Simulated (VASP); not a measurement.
# Tl (P6_3/mmc) in VASP: equation of state

Aim: energy against volume of Tl in PBE, for its equilibrium volume and stiffness.

All numbers are computed with VASP 6.6.1; they aren't measurements. Logs are shortened: lines on timing, memory, paths and dates and some standing lists are left out, and cuts for length are marked.

**1. The crystal as given**

The structure is hexagonal, space group P6_3/mmc (No. 194). The conventional cell has a = 3.509 Å, b = 3.509 Å, c = 11.266 Å, α = 90.00°, β = 90.00°, γ = 120.00°. Tl (site symmetry -6m2) has 12 Tl at 3.47 to 3.51 Å as nearest neighbours. Tl (site symmetry -3m) is surrounded by 12 Tl at 3.47 to 3.51 Å.

**2. Equation of state, PBE, 28.22 Å³/atom (volume scaled by 0.94)**

INCAR reads:

```
  ALGO = Normal
  EDIFF = 1E-7
  ENCUT = 520
  GGA = PE
  ISIF = 2
  ISMEAR = -1
  LASPH = T
  LCHARG = F
  LREAL = F
  LWAVE = F
  NBANDS = 34
  NELM = 60
  PREC = Accurate
  SIGMA = 0.05
```

KPOINTS reads:

```
k-points
0
Gamma
  9 9 3
```

POSCAR reads:

```
Tl
1.0
    3.4370126315      0.0000000000      0.0000000000
   -1.7185063158      2.9765402520      0.0000000000
    0.0000000000      0.0000000000     11.0356298018
Tl
4
Direct
    0.6666666667      0.3333333333      0.7500000000
    0.0000000000      0.0000000000      0.5000000000
    0.3333333333      0.6666666667      0.2500000000
    0.0000000000      0.0000000000      0.0000000000
```

Potentials or basis: VASP PAW PBE potentials, release 64 (Tl_d).

Launch:

```sh
$ cat potpaw_PBE.64/Tl_d/POTCAR > POTCAR
$ mpirun -np 1 vasp_std > vasp.out
```

OUTCAR:

```text
EDIFF = 1E-7
   ENCUT = 520
   GGA = PE
   ISIF = 2
   ISMEAR = -1
   LASPH = T
   LREAL = F
   NELM = 60
   PREC = Accurate

 Found     24 irreducible k-points:

 Following reciprocal coordinates:
            Coordinates               Weight
  0.000000  0.000000  0.000000      1.000000
  0.111111  0.000000  0.000000      6.000000
  0.222222  0.000000  0.000000      6.000000
  0.333333  0.000000  0.000000      6.000000
  0.444444  0.000000  0.000000      6.000000
  0.111111  0.111111  0.000000      6.000000
   k-points           NKPTS =     24   k-points in BZ     NKDIM =     24   number of bands    NBANDS=     34
   number of dos      NEDOS =    301   number of ions     NIONS =      4
   total plane-waves  NPLWV =  65856
   dimension x,y,z NGX =    28 NGY =   28 NGZ =   84
   dimension x,y,z NGXF=    56 NGYF=   56 NGZF=  168
   ions per type =               4
   NGX,Y,Z   is equivalent  to a cutoff of  13.54, 13.54, 12.65 a.u.
   NGXF,Y,Z  is equivalent  to a cutoff of  27.09, 27.09, 25.31 a.u.
 SYSTEM =  unknown system
   PREC   = accura    normal or accurate (medium, high low for compatibility)
   ISTART =      0    job   : 0-new  1-cont  2-samecut
   ICHARG =      2    charge: 1-file 2-atom 10-const
   ISPIN  =      1    spin polarized calculation?
   LNONCOLLINEAR =      F non collinear calculations
   LSORBIT =      F    spin-orbit coupling
   LASPH  =      T    aspherical Exc in radial PAW
   ENCUT  =  520.0 eV  38.22 Ry    6.18 a.u.   6.39  6.39 20.52*2*pi/ulx,y,z
   NELM   =     60;   NELMIN=  2; NELMDL= -5     # of ELM steps
   EDIFF  = 0.1E-06   stopping-criterion for ELM
   LREAL  =      F    real-space projection
   EDIFFG = 0.1E-05   stopping-criterion for IOM
   NSW    =      0    number of steps for IOM
   IBRION =     -1    ionic relax: 0-MD 1-quasi-New 2-CG
   NFREE  =      0    steps in history (QN), initial steepest desc. (CG)
   ISIF   =      2    stress and relaxation
   ISYM   =      2    0-nonsym 1-usesym 2-fastsym
   POTIM  = 0.5000    time-step for ionic-motion
   TEBEG  =    0.0;   TEEND  =   0.0 temperature during run
   PSTRESS=    0.0 pullay stress
   NELECT =      52.0000    total number of electrons
   NUPDOWN=      -1.0000    fix difference up-down
   EMIN   =  10.00;   EMAX   =-10.00  energy-range for DOS
   EFERMI =   0.00;   METHOD = LEGACY
   ISMEAR =    -1;   SIGMA  =   0.05  broadening in eV -4-tet -1-fermi 0-gaus
   EFERMI_NEDOS =   21; number of points for ismear=-14 and -15
   IALGO  =     38    algorithm
   IMIX   =      4    mixing-type and parameters
     AMIX     =   0.40;   BMIX     =  1.00
     AMIX_MAG =   1.60;   BMIX_MAG =  1.00
  volume/ion in A,a.u.               =      28.22       190.47
  Fermi-wavevector in a.u.,A,eV,Ry     =   1.264288  2.389157 21.747873  1.598424
  Thomas-Fermi vector in A             =   2.397601
   LORBIT       =      0    0 simple, 1 ext, 2 COOP (PROOUT), +10 PAW based schemes
   GGA     = PE    functional components
   LHFCALC =     F    Hartree Fock is set to
   AEXX    =    0.0000 exact exchange contribution
   IVDW    =     0    specifies the selected vdW correction
   LEPSILON=     F    determine dielectric tensor
   LRPA    =     F    only Hartree local field effects (RPA)
 non-spin polarized calculation
  energy-cutoff  :      520.00
  volume of cell :      112.90
 maximum number of plane-waves:      3077
 NGX is ok and might be reduce to    28
   NGX = 13   NGY = 13   NGZ = 41

 number of electron      52.0000000 magnetization

 Free energy of the ion-electron system (eV)
  ---------------------------------------------------
  ext. energy  EPLUGINS =         0.00000000
  ---------------------------------------------------
  free energy    TOTEN  =        -8.72688422 eV

  energy without entropy =       -8.70519462  energy(sigma->0) =       -8.71603942

 E-fermi :   6.6704     XC(G=0): -10.2569

 val. band max:        6.5816850676   @ k =   0.4444   0.1111   0.0000
 cond. band min:       6.6788210222   @ k =   0.3333   0.2222   0.3333
 fundamental gap:      0.0971359546
 Fermi energy:         6.6703975983

 k-point     1 :       0.0000    0.0000    0.0000
  band No.  band energies     occupation
      1      -5.1288      2.00000
      2      -5.0006      2.00000
      3      -4.9730      2.00000
      4      -4.9323      2.00000
      5      -4.9323      2.00000
      6      -4.9020      2.00000
      7      -4.9020      2.00000
      8      -4.8898      2.00000
      9      -4.8527      2.00000
     10      -4.8527      2.00000
     11      -4.8258      2.00000
     12      -4.8258      2.00000
     13      -4.6945      2.00000
     14      -4.6945      2.00000
     15      -4.5611      2.00000
     16      -4.5611      2.00000
     17      -4.5205      2.00000
     18      -4.5205      2.00000
     19      -4.3769      2.00000
     20      -4.3769      2.00000
     21      -3.4216      2.00000
     22      -1.9851      2.00000
     23      -1.9606      2.00000
     24       1.5663      2.00000
     25       3.8079      2.00000
     26      10.0481      0.00000
     27      10.0631      0.00000
     28      14.8195      0.00000
     29      14.8195      0.00000
     30      15.7994      0.00000
     31      15.7994      0.00000
     32      15.8400      0.00000
     33      15.8400      0.00000
     34      16.9436      0.00000

 k-point     2 :       0.1111    0.0000    0.0000
  band No.  band energies     occupation
      1      -5.0866      2.00000
      2      -4.9819      2.00000
      3      -4.9803      2.00000
      4      -4.9345      2.00000
      5      -4.9153      2.00000
      6      -4.8934      2.00000
      7      -4.8875      2.00000
      8      -4.8530      2.00000
      9      -4.8385      2.00000
     10      -4.8061      2.00000
     11      -4.7996      2.00000
     12      -4.7723      2.00000
     13      -4.7408      2.00000
     14      -4.7145      2.00000
     15      -4.5816      2.00000
     16      -4.5599      2.00000
     17      -4.5564      2.00000
     18      -4.5215      2.00000
     19      -4.4349      2.00000
     20      -4.3712      2.00000
     21      -3.1831      2.00000
     22      -1.7406      2.00000
     23      -1.7149      2.00000
     24       1.7162      2.00000
     25       4.1158      2.00000
     26      10.1674      0.00000
     27      10.1880      0.00000
     28      12.5575      0.00000
     29      13.7777      0.00000
     30      13.7815      0.00000
     31      13.8598      0.00000
     32      15.1671      0.00000
     33      15.1987      0.00000
     34      15.4707      0.00000

 k-point     3 :       0.2222    0.0000    0.0000
  band No.  band energies     occupation
      1      -5.1046      2.00000
      2      -5.0253      2.00000
      3      -5.0236      2.00000
      4      -4.9438      2.00000
      5      -4.9291      2.00000
      6      -4.8507      2.00000
      7      -4.8501      2.00000
      8      -4.8279      2.00000
      9      -4.8255      2.00000
     10      -4.7443      2.00000
     11      -4.7159      2.00000
     12      -4.7029      2.00000
     13      -4.6820      2.00000
     14      -4.6334      2.00000
     15      -4.5970      2.00000
     16      -4.5635      2.00000
     17      -4.5473      2.00000
     18      -4.5370      2.00000
     19      -4.5084      2.00000
     20      -4.3583      2.00000
     21      -2.4464      2.00000
     22      -1.0177      2.00000
     23      -0.9901      2.00000
     24       2.1770      2.00000
     25       4.9811      2.00000
     26       9.1739      0.00000
     27       9.8055      0.00000
     28       9.9643      0.00000
     29      11.5070      0.00000
     30      11.5303      0.00000
     31      12.4488      0.00000
     32      13.0442      0.00000
     33      13.9920      0.00000
     34      14.0231      0.00000

 k-point     4 :       0.3333    0.0000    0.0000
  band No.  band energies     occupation
      1      -5.1955      2.00000
      2      -5.0941      2.00000
      3      -5.0926      2.00000
      4      -5.0677      2.00000
      5      -5.0085      2.00000
      6      -4.8923      2.00000
      7      -4.8850      2.00000
      8      -4.8511      2.00000
      9      -4.7387      2.00000
     10      -4.7014      2.00000
     11      -4.6784      2.00000
     12      -4.6512      2.00000
     13      -4.6408      2.00000
     14      -4.5256      2.00000
     15      -4.4940      2.00000
     16      -4.4689      2.00000
     17      -4.4462      2.00000
     18      -4.4395      2.00000
     19      -4.4276      2.00000
     20      -4.3453      2.00000
     21      -1.2153      2.00000
     22       0.1617      2.00000
     23       0.1853      2.00000
     24       2.8530      2.00000
     25       6.1428      1.99995
     26       6.4138      1.98826
     27       7.4252      0.00000
     28       7.4364      0.00000
     29      10.0955      0.00000
     30      11.3356      0.00000
     31      11.4544      0.00000
     32      12.0695      0.00000
     33      12.9741      0.00000
     34      13.0063      0.00000

 k-point     5 :       0.4444    0.0000    0.0000
  band No.  band energies     occupation
      1      -5.2565      2.00000
      2      -5.1763      2.00000
      3      -5.1428      2.00000
      4      -5.1101      2.00000
      5      -5.0672      2.00000
      6      -4.9444      2.00000
      7      -4.9160      2.00000
      8      -4.8816      2.00000
      9      -4.8267      2.00000
     10      -4.6675      2.00000
     11      -4.6314      2.00000
     12      -4.6204      2.00000
     13      -4.5930      2.00000
     14      -4.4186      2.00000
     15      -4.4169      2.00000
     16      -4.3681      2.00000
     17      -4.3666      2.00000
     18      -4.3527      2.00000
     19      -4.3343      2.00000
     20      -4.3256      2.00000
     21       0.4018      2.00000
     22       1.5019      2.00000
     23       1.6201      2.00000
     24       2.7556      2.00000
     25       4.4928      2.00000
     26       4.7878      2.00000
     27       6.1167      1.99997
     28       7.6711      0.00000
     29       8.0727      0.00000
     30      10.2033      0.00000
     31      10.7293      0.00000
     32      12.4023      0.00000
     33      12.4353      0.00000
     34      12.7754      0.00000

 k-point     6 :       0.1111    0.1111    0.0000
  band No.  band energies     occupation
      1      -5.0342      2.00000
      2      -5.0144      2.00000
      3      -4.9653      2.00000
      4      -4.9643      2.00000
      5      -4.9447      2.00000
      6      -4.8871      2.00000
      7      -4.8362      2.00000
      8      -4.7957      2.00000
      9      -4.7938      2.00000
     10      -4.7764      2.00000
     11      -4.7698      2.00000
     12      -4.7647      2.00000
     13      -4.7123      2.00000
     14      -4.6960      2.00000
     15      -4.6028      2.00000
     16      -4.5765      2.00000
     17      -4.5452      2.00000
     18      -4.5134      2.00000
     19      -4.4838      2.00000
     20      -4.3796      2.00000
     21      -2.6926      2.00000
     22      -1.2570      2.00000
     23      -1.2298      2.00000
     24       2.0229      2.00000
     25       4.7033      2.00000
     26      10.0990      0.00000
     27      10.2020      0.00000
     28      10.7251      0.00000
     29      11.5454      0.00000
     30      12.1578      0.00000
     31      12.2940      0.00000
     32      13.1255      0.00000
     33      13.2620      0.00000
     34      15.3026      0.00000

 [... further k-points ...]

------------------------ aborting loop because EDIFF is reached ----------------------------------------

  FORCE on cell =-STRESS in cart. coord.  units (eV):
  Direction    XX          YY          ZZ          XY          YZ          ZX
  --------------------------------------------------------------------------------------
  -------------------------------------------------------------------------------------
  Total        2.4173487      2.4173487      2.5723981     -0.0000000      0.0000000      0.0000000
  in kB       34.3051938     34.3051938     36.5055376     -0.0000000      0.0000000      0.0000000
  external PRESSURE =      35.0386417 kB  Pullay stress =       0.0000000 kB

 VOLUME and BASIS-vectors are now :
 -----------------------------------------------------------------------------
  energy-cutoff  :      520.00
  volume of cell :      112.90
      direct lattice vectors                 reciprocal lattice vectors
     3.437012632  0.000000000  0.000000000     0.290950342  0.167980258  0.000000000
    -1.718506316  2.976540252  0.000000000     0.000000000  0.335960516  0.000000000
     0.000000000  0.000000000 11.035629802     0.000000000  0.000000000  0.090615580

 POSITION                                       TOTAL-FORCE (eV/Angst)
 -----------------------------------------------------------------------------------
      1.71851      0.99218      8.27672        -0.000000      0.000000     -0.000000
      0.00000      0.00000      5.51781         0.000000      0.000000     -0.000000
     -0.00000      1.98436      2.75891         0.000000      0.000000      0.000000
      0.00000      0.00000      0.00000         0.000000      0.000000     -0.000000
 -----------------------------------------------------------------------------------
    total drift:                                0.000000     -0.000000      0.000000

  FREE ENERGIE OF THE ION-ELECTRON SYSTEM (eV)
  ---------------------------------------------------
  free  energy   TOTEN  =        -8.7268842227 eV

  energy  without entropy=       -8.7051946248  energy(sigma->0) =       -8.71603942
```

Run time: 57 s. Hardware: 1 thread of Intel Xeon 6975P-C (Granite Rapids), shared host; peak memory 0.26 GiB.

What came out:

```
Free energy            : -8.7269 eV
Pressure               : 3.5 GPa
Band gap on the k mesh : none (metal or under the smearing width)
```

**3. Equation of state, PBE, 28.83 Å³/atom (volume scaled by 0.96)**

INCAR reads:

```
SYSTEM = Tl
PREC = Accurate ; ENCUT = 520
EDIFF = 1E-7 ; ISMEAR = -1
SIGMA = 0.05 ; LREAL = .False.
LASPH = .True. ; NELM = 60
ALGO = Normal ; ISIF = 2
LWAVE = .False. ; LCHARG = .False.
GGA = PE ; NBANDS = 34
```

KPOINTS reads:

```
regular mesh
0
Gamma
  9 9 3
  0 0 0
```

POSCAR reads:

```
Tl
1.0
    3.4612177433      0.0000000000      0.0000000000
   -1.7306088717      2.9975024937      0.0000000000
    0.0000000000      0.0000000000     11.1133480653
Tl
4
Direct
    0.6666666667      0.3333333333      0.7500000000
    0.0000000000      0.0000000000      0.5000000000
    0.3333333333      0.6666666667      0.2500000000
    0.0000000000      0.0000000000      0.0000000000
```

Potentials or basis: VASP PAW PBE potentials, release 64 (Tl_d).

Launch:

```sh
$ cat potpaw_PBE.64/Tl_d/POTCAR > POTCAR
$ mpirun -np 1 vasp_std > vasp.out
```

Wall time 59 s (1 thread of Intel Xeon 6975P-C (Granite Rapids), shared host); peak memory 0.26 GiB.

Results (log left out):

```yaml
Free_energy: -8.7738 eV
Pressure: 2.6 GPa
Band_gap_on_the_k_mesh: none (metal or under the smearing width)
```

(Continued in part 2 of 2.)
